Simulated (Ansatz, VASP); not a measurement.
## Ru in VASP and in Ansatz

```
Ru
1.0
     0.00000    2.72699    2.72699
     2.72699    0.00000    2.72699
     2.72699    2.72699    0.00000
Ru
2
Direct
  0.00000 0.00000 0.00000
  0.25000 0.25000 0.25000
```

Alike in both runs: functional PBE; k mesh 10 × 10 × 10; occupations fermi-dirac, width 0.03 eV; no spin polarisation.

Ansatz relaxed the structure, and its values are those at the end. VASP's run is a single point on that final structure, the one shown.

```csv
,VASP,Ansatz
version,VASP 6.6.1,Ansatz 0.2.0
potentials or method,"VASP PAW PBE potentials, release 64 (Ru_pv)","PAW with Ansatz's default frozen-core files, scalar-relativistic"
plane-wave cutoff (eV),520,420
valence electrons in the cell,28,32
```

```csv
,VASP,Ansatz,Ansatz less VASP
pressure (GPa),0.3,0.0,-0.24
```

The functional is the same, so the differences come from potentials, cutoffs and numerics. The two sets of potentials don't hold the same shells in valence.
